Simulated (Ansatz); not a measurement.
# Ge (Fmmm) in Ansatz: a series of runs, part 3 of 3

Ansatz 0.2.0.

## 5. Relaxation of cell and atoms, PBEsol, target pressure 10 GPa, at which the enthalpy is minimised

input.yaml

```yaml
crystal:
  lattice:
    - [0.0, 2.88574, 5.115665]
    - [2.630497, 0.0, 5.115665]
    - [2.630497, 2.88574, 0.0]
  atoms:
    - { symbol: Ge, position: [0.72649, 0.27351, 0.72649] }
    - { symbol: Ge, position: [0.27351, 0.72649, 0.27351] }
    - { symbol: Ge, position: [0.218133, 0.218133, 0.781867] }
    - { symbol: Ge, position: [0.781867, 0.781867, 0.218133] }
hamiltonian:
  xc: pbesol
  pseudopotentials: { kind: paw }
kpoints:
  mp_grid: { grid: [7, 7, 7] }
scf:
  occupations: { method: fermi_dirac, width: 0.05 }
output:
  forces: true
  stress: true
  eigenvalues: true
relax:
  f_tol: 0.01
  max_steps: 40
  cell: { stress_tol: 0.05, p_target: 10.0 }
```

Potentials or basis: Ansatz PAW.

On the command line:

```
ansatz run input.yaml --threads 2 --pin off --max-ram 5632MiB --backend cpu --events-out ev --progress --plain --runs-dir out
```

Standard output:

```text
Warning: RAYON_NUM_THREADS=2 ignored (pool sized by the plan → 2); use --threads N
Engine: ansatz 0.2.0, aarch64-unknown-linux-gnu
Pseudopotentials: kind: paw
Pseudopotential: Ge, paw, valence charge 14, recommended cutoff 420 eV (normal), Ge.paw.azcp
Functional definition: PBEsol
  exchange = pbesol_x
  correlation = pbesol_c
Crystal: 4 atoms, lattice volume = 77.665 Å³
Basis set: ecut = 420 eV, 1525 PW (Γ), exchange–correlation on 80×80×54 points (8 copies of the dense FFT grid, shifted against one another)
Bands: 34, of which v1, the nominal top of the filled ones, is band 28 counted from 1 (27 counted from 0)
Symmetry: 8 space group operations
Space group: Fmmm (ITA 69), of the structure as read, at distance tolerance 4.3e-5 Å
k-points: 64 of 343
[... 128 lines left out ...]
  atom   2  Ge     0.00000000     0.00012572     0.00000000
  atom   3  Ge     0.00000000     0.00000000    -0.00080276
  atom   4  Ge     0.00000000     0.00000000     0.00080276
  max |Σ_I F_I| component: 0.00e0 eV/Å
--- Stress (GPa, compression-positive) ---
       10.031892       0.000000       0.000000
        0.000000      10.025979       0.000000
        0.000000       0.000000       9.991248
  P = ⅓ Tr σ = 10.0164 GPa (100.164 kbar)
--- Band table (eV; the first three rows and the last of 64) ---
  k-point 0: bands = ["-12.0438", "-11.9936", "-11.9321", "-11.9208", "-11.9148", "-11.9120", "-11.8927", "-11.8852", "-11.8529", "-11.8189", "-11.7985", "-11.7672", "-11.7058", "-11.7017", "-11.6949", "-11.6862", "-11.6837", "-11.6767", "-11.5908", "-11.5702", "-1.4778", "4.3120", "6.2044", "9.5296", "9.8303", "10.0568", "10.3257", "10.5490", "10.7001", "15.6776", "16.0671", "17.2174", "20.3089", "20.7741"]
  k-point 1: bands = ["-12.0257", "-11.9813", "-11.9300", "-11.9131", "-11.9093", "-11.9028", "-11.8916", "-11.8707", "-11.8459", "-11.8147", "-11.7912", "-11.7741", "-11.7127", "-11.7096", "-11.7033", "-11.6951", "-11.6906", "-11.6852", "-11.6052", "-11.5893", "-1.2253", "4.1559", "6.6815", "7.4932", "8.2484", "10.3035", "10.7199", "11.9127", "12.1281", "15.9688", "16.7026", "17.3097", "18.9338", "19.6586"]
  k-point 2: bands = ["-11.9759", "-11.9467", "-11.9305", "-11.9061", "-11.8852", "-11.8837", "-11.8699", "-11.8373", "-11.8289", "-11.8039", "-11.7918", "-11.7711", "-11.7379", "-11.7330", "-11.7248", "-11.7144", "-11.7132", "-11.7045", "-11.6481", "-11.6324", "-0.4676", "4.0932", "4.7325", "6.5670", "8.4619", "10.5809", "11.4838", "13.2093", "13.7793", "14.2958", "16.4197", "16.9471", "18.5703", "19.0616"]
  k-point 63: bands = ["-12.0066", "-11.9670", "-11.9140", "-11.8931", "-11.8888", "-11.8731", "-11.8680", "-11.8573", "-11.8269", "-11.8071", "-11.8021", "-11.7708", "-11.7496", "-11.7438", "-11.7375", "-11.7340", "-11.6969", "-11.6943", "-11.6184", "-11.5935", "0.2807", "0.5103", "6.1402", "8.7408", "10.2911", "11.6812", "13.3196", "13.3332", "13.8191", "14.1408", "15.3570", "16.4913", "17.7082", "17.8708"]
--- Relaxed structure (7 steps of the walk, 6 accepted, 1 SCFs on fresh bases) ---
  F+E_penalty+E_count = -17013.12429019 eV   max|allowed force component| = 8.028e-4 eV/Å   (the final SCF, on the basis selected at the relaxed cell)
  cell:  # Å, volume = 66.3305 Å³
    - [0.0, 2.7580157988003275, 4.763082329259525]
    - [2.524633847358548, 0.0, 4.763082329259525]
    - [2.524633847358548, 2.7580157988003275, 0.0]
  atoms:
    - { symbol: Ge, position: [0.7300864511688385, 0.2699135488311615, 0.7300864511688387] }
    - { symbol: Ge, position: [0.26991354883116164, 0.7300864511688383, 0.2699135488311619] }
    - { symbol: Ge, position: [0.22864612645130208, 0.2286461264513023, 0.7713538735486978] }
    - { symbol: Ge, position: [0.7713538735486978, 0.771353873548698, 0.2286461264513021] }
```

Wall time 46 s (2 threads of Arm Neoverse V1, shared host); peak memory 0.44 GiB.

Results:

* Free energy: -17013.1243 eV
* Relaxed volume: 16.58 Å³/atom
* Relaxed cell: a = 5.504 Å, b = 5.391 Å, c = 3.739 Å, α = 71.57°, β = 68.31°, γ = 40.13°
* Space group after relaxing (to 0.05 Å): Fmmm (No. 69)
* Energy change on relaxing (the enthalpy is what falls): +38.2 meV/atom
* Ionic steps: 7
* Pressure after relaxing: 10.0 GPa
* Band gap on the k mesh: none (metal or under the smearing width)

Step by step:
| step | energy change (eV) | largest force (eV/Å) | volume (Å³) |
| --- | --- | --- | --- |
| 1 | 0.0000 | 0.0429 | 77.67 |
| 2 | 0.0775 | 0.1348 | 67.94 |
| 3 | 0.1825 | 0.0954 | 65.91 |
| 4 | 0.1549 | 0.0585 | 66.30 |
| 5 | 0.1508 | 0.0050 | 66.32 |
| 6 | 0.1500 | 0.0008 | 66.33 |
| 7 | 0.1526 | 0.0008 | 66.33 |

Final structure:
```
Ge
1.0
     0.00000    2.75802    4.76308
     2.52463    0.00000    4.76308
     2.52463    2.75802    0.00000
Ge
4
Direct
  0.73009 0.26991 0.73009
  0.26991 0.73009 0.26991
  0.22865 0.22865 0.77135
  0.77135 0.77135 0.22865
```

Caveat: the plane-wave basis is chosen anew once the cell has moved, so the energies of steps on either side of that aren't comparable; the PAW data sets come from PBE, with cores solved anew for the run's functional, which leaves a small shift of forces and pressure.

## 6. Relaxation of cell and atoms, PBEsol, target pressure 20 GPa, at which the enthalpy is minimised

Changes to input.yaml since step 5:

```diff
@@ -24,2 +24,2 @@
   max_steps: 40
-  cell: { stress_tol: 0.05, p_target: 10.0 }
+  cell: { stress_tol: 0.05, p_target: 20.0 }
```

Potentials or basis: Ansatz PAW.

On the command line:

```
ansatz run input.yaml --threads 2 --pin off --max-ram 5632MiB --backend cpu --events-out ev --progress --plain --runs-dir out
```

Run time: 64 s. Hardware: 2 threads of Arm Neoverse V1, shared host; peak memory 0.44 GiB.

Results (log left out):

- Free energy: -17012.7097 eV
- Relaxed volume: 15.45 Å³/atom
- Relaxed cell: a = 5.369 Å, b = 5.265 Å, c = 3.653 Å, α = 71.45°, β = 68.38°, γ = 40.17°
- Space group after relaxing (to 0.05 Å): Fmmm (No. 69)
- Energy change on relaxing (the enthalpy is what falls): +141.8 meV/atom
- Ionic steps: 9
- Pressure after relaxing: 20.0 GPa
- Largest force after relaxing: 0.009 eV/Å
- Band gap on the k mesh: none (metal or under the smearing width)

Forces in eV/Å, atoms in the order of the input:
```
Ge   0.000 -0.009  0.000
Ge   0.000  0.009  0.000
Ge   0.000  0.000 -0.001
Ge   0.000  0.000  0.001
```

Step by step:
| step | energy change (eV) | largest force (eV/Å) | volume (Å³) |
| --- | --- | --- | --- |
| 1 | 0.0000 | 0.0429 | 77.67 |
| 2 | 0.1071 | 0.1537 | 67.44 |
| 3 | 0.7645 | 0.1812 | 60.46 |
| 4 | 0.5535 | 0.0216 | 61.98 |
| 5 | 0.5727 | 0.0196 | 61.79 |
| 6 | 0.5727 | 0.0305 | 61.75 |
| 7 | 0.5668 | 0.0223 | 61.79 |
| 8 | 0.5635 | 0.0094 | 61.81 |
| 9 | 0.5673 | 0.0094 | 61.81 |

Final structure:
```xyz
4
Lattice="0.0000 2.6884 4.6473 2.4737 0.0000 4.6473 2.4737 2.6884 0.0000" Properties=species:S:1:pos:R:3 pbc="T T T"
Ge    2.4737    3.9432    4.6473
Ge    2.4737    1.4336    4.6473
Ge    2.4737    2.6884    2.1569
Ge    2.4737    2.6884    7.1376
```

Levels at points of the mesh, in eV from the Fermi level:
```csv
k point,band 25,band 26,band 27,band 28,band 29,band 30,band 31,band 32
"(0.00, 0.00, 0.00)",-2.98,-2.80,-2.78,-2.43,-2.31,2.80,3.08,4.70
```

Caveat: the volume moved by over 15 % at a fixed basis, so the end points are rough; the plane-wave basis is chosen anew once the cell has moved, so the energies of steps on either side of that aren't comparable; the PAW data sets come from PBE, with cores solved anew for the run's functional, which leaves a small shift of forces and pressure.

## 7. Relaxation of cell and atoms, PBEsol, target pressure 30 GPa, at which the enthalpy is minimised

Changes to input.yaml since step 6:

```diff
@@ -24,2 +24,2 @@
   max_steps: 40
-  cell: { stress_tol: 0.05, p_target: 20.0 }
+  cell: { stress_tol: 0.05, p_target: 30.0 }
```

On the command line:

```
ansatz run input.yaml --threads 2 --pin off --max-ram 5632MiB --backend cpu --events-out ev --progress --plain --runs-dir out
```

It took 54 s on 2 threads of Arm Neoverse V1, shared host; peak memory 0.44 GiB.

The run converged. Its results:

* Free energy: -17012.1996 eV
* Relaxed volume: 14.63 Å³/atom
* Relaxed cell: a = 5.267 Å, b = 5.167 Å, c = 3.589 Å, α = 71.38°, β = 68.39°, γ = 40.22°
* Space group after relaxing (to 0.05 Å): Fmmm (No. 69)
* Energy change on relaxing (the enthalpy is what falls): +269.3 meV/atom
* Ionic steps: 10
* Pressure after relaxing: 30.0 GPa
* Largest force after relaxing: 0.005 eV/Å
* Band gap on the k mesh: none (metal or under the smearing width)

Forces on the atoms (eV/Å):
```
Ge   0.000 -0.001  0.000
Ge   0.000  0.001  0.000
Ge   0.000  0.000  0.005
Ge   0.000  0.000 -0.005
```

Step by step:
```tsv
step	energy change (eV)	largest force (eV/Å)	volume (Å³)
1	0.0000	0.0429	77.67
2	0.1194	0.1648	67.25
3	1.0401	0.2939	58.90
4	1.0864	0.0642	58.54
5	1.0824	0.0151	58.49
6	1.0798	0.0277	58.49
7	1.0820	0.0269	58.47
8	1.0736	0.0110	58.51
9	1.0728	0.0053	58.51
10	1.0773	0.0053	58.51
```

Final structure:
```
Ge
1.0
     0.00000    2.63806    4.55826
     2.43302    0.00000    4.55826
     2.43302    2.63806    0.00000
Ge
4
Cartesian
  2.4330 3.8762 4.5583
  2.4330 1.4000 4.5583
  2.4330 2.6381 2.1288
  2.4330 2.6381 6.9877
```

Levels at points of the mesh, in eV from the Fermi level:
```
           k point  band 24  band 25  band 26  band 27  band 28  band 29  band 30  band 31  band 32  band 33
(0.00, 0.00, 0.00)    -3.19    -3.01    -2.78    -2.62    -2.58    -2.48     2.70     2.93     4.90     8.50
```

Caveat: the volume moved by over 15 % at a fixed basis, so the end points are rough; the plane-wave basis is chosen anew once the cell has moved, so the energies of steps on either side of that aren't comparable; the PAW data sets come from PBE, with cores solved anew for the run's functional, which leaves a small shift of forces and pressure.

## 8. Overview

```csv
cell,target pressure (GPa),gap on the mesh (eV),pressure (GPa),largest force (eV/Å)
relaxed,0,none,0.0,0.01
relaxed to 2 GPa,2,none,2.0,-
relaxed to 5 GPa,5,none,5.0,-
relaxed to 10 GPa,10,none,10.0,-
relaxed to 20 GPa,20,none,20.0,0.01
relaxed to 30 GPa,30,none,30.0,0.01
```

Alike in all rows: task relaxation of cell and atoms; level PBEsol; potentials or basis Ansatz PAW; no spin polarisation; k mesh 7 × 7 × 7; cutoff (eV) 420; smearing fermi-dirac 0.05 eV.

Caveats: the plane-wave basis is chosen anew once the cell has moved, so the energies of steps on either side of that aren't comparable; the PAW data sets come from PBE, with cores solved anew for the run's functional, which leaves a small shift of forces and pressure; the volume moved by over 15 % at a fixed basis, so the end points are rough (some runs).

Total energies depend on the potentials used, so only differences within one code and one set of settings carry meaning.
